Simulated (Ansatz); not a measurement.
# InAs (rocksalt type): the cost of one run

Method: DFT, PBE, all-electron LAPW, scalar-relativistic, in Ansatz 0.2.0.

### Step 1. The starting structure

The structure is cubic, space group Fm-3m (No. 225). The conventional cell has a = 5.473 Å, b = 5.473 Å, c = 5.473 Å, α = 90.00°, β = 90.00°, γ = 90.00°. In (site symmetry m-3m) has 6 As at 2.74 Å as nearest neighbours. As (site symmetry m-3m) is surrounded by 6 In at 2.74 Å.

Coordinates:

```xyz
2
Lattice="0.0000 2.7367 2.7367 2.7367 0.0000 2.7367 2.7367 2.7367 0.0000" Properties=species:S:1:pos:R:3 pbc="T T T"
In    0.0000    0.0000    0.0000
As    2.7367    2.7367    2.7367
```

Atoms are numbered in the order of the input: In1, As2.

### Step 2. Rocksalt relaxed under pressure, LAPW

input.yaml reads:

```yaml
crystal:
  lattice:
    - [0.0, 2.7366997543, 2.7366997543]
    - [2.7366997543, 0.0, 2.7366997543]
    - [2.7366997543, 2.7366997543, 0.0]
  atoms:
    - { symbol: In, position: [0.0, 0.0, 0.0] }
    - { symbol: As, position: [0.5, 0.5, 0.5] }
kpoints:
  mp_grid: { grid: [13, 13, 13] }
scf:
  occupations: { method: fermi_dirac, width: 0.1 }
hamiltonian:
  xc: pbe
  pseudopotentials: { kind: all_electron, lapw: { basis_error: 0.0005 } }
output:
  forces: true
  stress: true
  eigenvalues: true
relax:
  f_tol: 0.005
  max_steps: 12
  cell: { p_target: 13.0, stress_tol: 0.03 }
```

Launch:

```sh
> ansatz run input.yaml --threads 1 --pin off --max-ram 3584MiB --backend cpu --events-out ev --progress --plain --runs-dir out
```

What time and memory should one allow on 1 thread of AMD EPYC 7B13 (Zen 3), shared host?

About 36 s, with a peak of 0.54 GiB.
